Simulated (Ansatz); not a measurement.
**How far is PAW off for SnO2?**

```
Sn O
1.0
     3.22820    0.00000    0.00000
    -1.61410    2.79570    0.00000
     0.00000    0.00000    5.49235
Sn O
1 2
Direct
  0.00000 0.00000 0.00000
  0.33333 0.66667 0.18416
  0.66667 0.33333 0.81584
```

Atom numbers follow the list: Sn1, O2, O3.

The structure comes from a relaxation in the same program, started in the CdI2 type, and has space group P-3m1. Whether it is a known phase or the ground state wasn't checked.

Spin–orbit coupling is left out, though it moves levels of the heavy atoms by tenths of an eV or more.

Levels of theory: DFT, PBE, PAW with Ansatz's default frozen-core files, scalar-relativistic (Ansatz 0.2.0); DFT, PBE, all-electron PAW with datasets made for the crystal, scalar-relativistic (Ansatz 0.2.0); DFT, PBE, all-electron LAPW, scalar-relativistic (Ansatz 0.2.0).

For PAW: a Γ-centred 13×13×7 k mesh, Fermi–Dirac smearing of 0.08 eV, cutoff 420 eV, no spin polarisation. The crystal-made all-electron datasets (AE datasets) take a cutoff of 400 eV at this cell. LAPW targets a basis error of 1 meV/atom. The Ansatz runs share mesh, smearing and spin set-up. Plane-wave (PAW) pressures include the program's estimate of the Pulay term.

Stress and pressure are positive in compression.

No spin–orbit coupling: at heavy atoms the gradients can be off by tens of per cent for that reason.

Levels count from the top of the valence band.

```csv
quantity,PAW,AE datasets,LAPW
pressure (GPa),0.00,-0.04,-0.03
band gap (eV),2.292,2.296,2.296
highest filled level at M (eV),-0.140,-0.140,-0.140
lowest empty level at M (eV),5.396,5.395,5.395
highest filled level at Γ (eV),-0.335,-0.336,-0.335
lowest empty level at Γ (eV),2.292,2.296,2.296
highest filled level at A (eV),-0.742,-0.742,-0.742
lowest empty level at A (eV),2.941,2.946,2.946
field gradient Vzz at Sn1 (10²¹ V/m²),12.62,12.92,–
field gradient Vzz at O2 (10²¹ V/m²),-6.74,-6.68,–
```

PAW's pressure differs from the LAPW value by +0.04 GPa. Datasets made for the crystal and LAPW share parts of one code, so their agreement isn't an independent check.
